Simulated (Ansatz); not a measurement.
## What a change of settings does to a run on C

The cell is COD entry 1200018, as deposited and not checked against the literature; nothing was relaxed. It is an old determination, and later ones may differ.

First run: DFT, PBE, all-electron LAPW, scalar-relativistic (Ansatz 0.2.0).

Command: `ansatz run input.yaml --threads 1 --pin off --max-ram 2048MiB --backend cpu --events-out ev --progress --plain --runs-dir out` The run took 8.6 s on 1 thread of Arm Neoverse V1, on a shared host, peak memory 0.27 GiB.

```yaml
crystal:
  lattice:
    - [1.2280263465, 0.7090013417, 3.3470108394]
    - [-1.2280263465, 0.7090013417, 3.3470108394]
    - [0.0, -1.4180026834, 3.3470108394]
  atoms:
    - { symbol: C, position: [0.164, 0.164, 0.164] }
    - { symbol: C, position: [0.836, 0.836, 0.836] }
kpoints:
  mp_grid: { grid: [8, 8, 8] }
scf:
  occupations: { method: fermi_dirac, width: 0.03 }
hamiltonian:
  xc: pbe
  pseudopotentials: { kind: all_electron, lapw: { basis_error: 0.0005 } }
output:
  forces: true
  stress: true
  eigenvalues: true
```

Result: converged; pressure 4.25 GPa; largest force 0.876 eV/Å; gap on the k mesh 1.42 eV; 6 SCF iterations.

The input is then changed:

```diff
@@ -10,5 +10,5 @@
   mp_grid: { grid: [8, 8, 8] }
 scf:
-  occupations: { method: fermi_dirac, width: 0.03 }
+  occupations: { method: gaussian, width: 0.001 }
 hamiltonian:
   xc: pbe
```

Question: Predict the outcome of the changed run.

Answer: It converged; energy at zero smearing 0.0 meV/atom from the first run; pressure 4.25 GPa; largest force 0.876 eV/Å; gap on the k mesh 1.42 eV; 6 SCF iterations.
